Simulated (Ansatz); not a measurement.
Runs of Ansatz 0.2.0 on Pt. The structure is cubic, space group Im-3m (No. 229). The conventional cell has a = 3.168 Å, b = 3.168 Å, c = 3.168 Å, α = 90.00°, β = 90.00°, γ = 90.00°. Pt (site symmetry m-3m) has 8 Pt at 2.74 Å as nearest neighbours. This isn't the form of Pt at room conditions, which is fcc.

```tsv
task	level	spin	cell	k mesh	smearing	points for each segment of the path	gap on the mesh (eV)	pressure (GPa)
relaxation of cell and atoms	PBE	off	relaxed	12 × 12 × 12	fermi-dirac 0.05 eV	-	none	0.0
band structure	PBE	off	as given	12 × 12 × 12	fermi-dirac 0.05 eV	14	none	-1.3
single point	PBE	off	as given	12 × 12 × 12	gaussian 0.011 eV	-	none	-1.4
band structure	LDA	off	as given	12 × 12 × 12	fermi-dirac 0.05 eV	14	none	(a)
band structure	PBE	SOC, no magnetisation	as given	9 × 9 × 9	fermi-dirac 0.05 eV	14	none	-1.2
```

Alike in all rows: potentials or basis Ansatz PAW; cutoff (eV) 420.

Fill in the values left out.

(a) -16.1.

Caveats: spin-orbit coupling is left out, which moves the levels of the heavy elements (some runs); the plane-wave basis is chosen anew once the cell has moved, so the energies of steps on either side of that aren't comparable (some runs); so large a pressure means that the cell lies far from this level's equilibrium, or that cutoff or potentials fall short (some runs); the PAW data sets come from PBE, with cores solved anew for the run's functional, which leaves a small shift of forces and pressure (some runs).

A k mesh can miss the band edges, and rows without SOC leave out spin-orbit coupling on Pt.

A gap of «none» marks a metal or a gap under the smearing width.
